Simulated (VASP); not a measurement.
# Te2Mo: single point with PBE

The system is Te2Mo.

```xyz
6
Lattice="3.5182 0.0000 0.0000 -1.7591 3.0469 0.0000 0.0000 0.0000 13.9736" Properties=species:S:1:pos:R:3 pbc="T T T"
Te    1.7591    1.0156    5.2960
Te    0.0000    2.0312   12.2828
Te    1.7591    1.0156    1.6908
Te    0.0000    2.0312    8.6776
Mo    1.7591    1.0156   10.4802
Mo    0.0000    2.0312    3.4934
```

```yaml
Program: VASP 6.6.1
Task: single point
Functional: PBE
Potentials_or_basis: VASP PAW PBE potentials, release 64 (Te, Mo_sv)
Cutoff: 520 eV
k_mesh: 9 × 9 × 2
Occupations: gaussian, width 0.012 eV
Spin: no spin polarisation
Further_INCAR_settings: ALGO = Fast; EDIFF = 1e-06
```

The pressure is 2.9 GPa, the largest force is 0.189 eV/Å and the band gap on the k mesh is 0.78 eV, indirect (least direct gap 1.04 eV).

Forces in eV/Å, atoms in the order of the input:
```
Te   0.000  0.000  0.189
Te   0.000  0.000  0.189
Te   0.000  0.000 -0.189
Te   0.000  0.000 -0.189
Mo   0.000  0.000  0.000
Mo   0.000  0.000  0.000
```

Stress tensor (GPa, compression positive):
```
2.69 0.00 0.00
0.00 2.69 0.00
0.00 0.00 3.47
```

Levels at points of the mesh, in eV from the valence-band top:
```csv
k point,band 24,band 25,band 26,band 27,band 28,band 29
"(0.00, 0.00, 0.00)",-1.03,-0.32,0.00,2.90,2.91,3.03
"(0.00, 0.00, 0.50)",-1.04,-0.08,-0.08,2.94,2.94,2.94
```

Wall time 2 min on 1 thread of AMD EPYC 7R13 Processor (Zen 3) (shared host), peak memory 0.29 GiB.

The gap isn't set beside the measured one, since this odd mesh misses points on the zone boundary.

Caveat: spin-orbit coupling is left out, which moves the levels of the heavy elements; an odd mesh through Γ misses points on the zone boundary, where band edges often lie; this functional lacks dispersion, which binds the layers, so the pressure and a relaxed spacing across them are unreliable.
